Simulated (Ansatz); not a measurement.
NbP:

```
Nb P
1.0
    -1.67492    1.67492    5.74011
     1.67492   -1.67492    5.74011
     1.67492    1.67492   -5.74011
Nb P
2 2
Cartesian
  1.6749 0.0000 2.8687
  0.0000 0.0000 5.7387
  0.0000 1.6749 3.8200
  0.0000 0.0000 0.9500
```

The cell is a database's computed one.

```yaml
Program: Ansatz 0.2.0
Task: relaxation of cell and atoms
Functional: PBEsol
Potentials_or_basis: all-electron LAPW, scalar-relativistic
Basis_error_allowed: 0.002 eV/atom
k_mesh: 11 × 11 × 11
Occupations: fermi-dirac, width 0.05 eV
Spin: no spin polarisation
```

At the start: volume 16.10 Å³/atom.

Where does the relaxation end?

Over 5 steps the energy falls by 11.2 meV/atom and the volume is 15.56 Å³/atom (-3.4 %); space group I4_1md (No. 109, to 0.05 Å).

The path:
```
step  energy change (eV)  largest force (eV/Å)  volume (Å³)
   1              0.0000                0.0171        64.41
   2             -0.0200                0.0128        60.74
   3             -0.0448                0.0019        62.32
   4             -0.0449                0.0041        62.24
   5             -0.0449                0.0041        62.24
```

Final structure:
```yaml
crystal:
  lattice:
    - [-1.66010, 1.66010, 5.64622]
    - [1.66010, -1.66010, 5.64622]
    - [1.66010, 1.66010, -5.64622]
  atoms:
    - { symbol: Nb, position: [0.25020, 0.75020, 0.50000] }
    - { symbol: Nb, position: [0.50020, 0.50020, 0.00000] }
    - { symbol: P, position: [0.83243, 0.33243, 0.50000] }
    - { symbol: P, position: [0.08243, 0.08243, 0.00000] }
```
